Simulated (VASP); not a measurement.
Wanted: the native input for a VASP 6.6.1 run.

```
Task                   : single point
Functional             : PBEsol
Potentials or basis    : VASP PAW PBE potentials, release 64 (P)
Cutoff                 : 520 eV
k mesh                 : 4 × 4 × 4
Occupations            : gaussian, width 0.1 eV
Spin                   : no spin polarisation
Dipole correction      : no
Further INCAR settings : ALGO = Fast; EDIFF = 1e-06; NBANDS = 8
```

The structure of P lies in POSCAR:

```
P
1.0
    4.2729048574      0.0000000000      0.0000000000
    0.0000000000      4.2729048574      0.0000000000
    0.0000000000      0.0000000000      4.3780000000
P
1
Direct
    0.0000000000      0.0000000000      0.0000000000
```

This isn't the form of P at room conditions, which is orthorhombic.

The input as run:

INCAR

```
SYSTEM = P
ALGO = Fast
EDIFF = 1E-6
ENCUT = 520
GGA = PS
ISIF = 2
ISMEAR = 0
LASPH = .True.
LCHARG = .False.
LREAL = .False.
LWAVE = .False.
NBANDS = 8
NELM = 100
PREC = Accurate
SIGMA = 0.1
```

KPOINTS

```
k-points
0
Gamma
  4 4 4
  0 0 0
```

Potentials or basis: VASP PAW PBE potentials, release 64 (P).

Launch:

```console
$ cat potpaw_PBE.64/P/POTCAR > POTCAR
$ mpirun -np 1 vasp_std > vasp.out
```

It gave:

* Pressure: -3.5 GPa
* Band gap on the k mesh: none (metal or under the smearing width)

Caveat: the k mesh is coarse (spacing up to 0.37 Å⁻¹), so the values aren't converged; the PAW data sets were made with another functional, which shifts forces and pressure a little.

Run time: 11 s on 1 thread of Intel(R) Xeon(R) Platinum 8259CL CPU @ 2.50GHz (Skylake/Cascade Lake), on a shared host, peak memory 0.17 GiB.
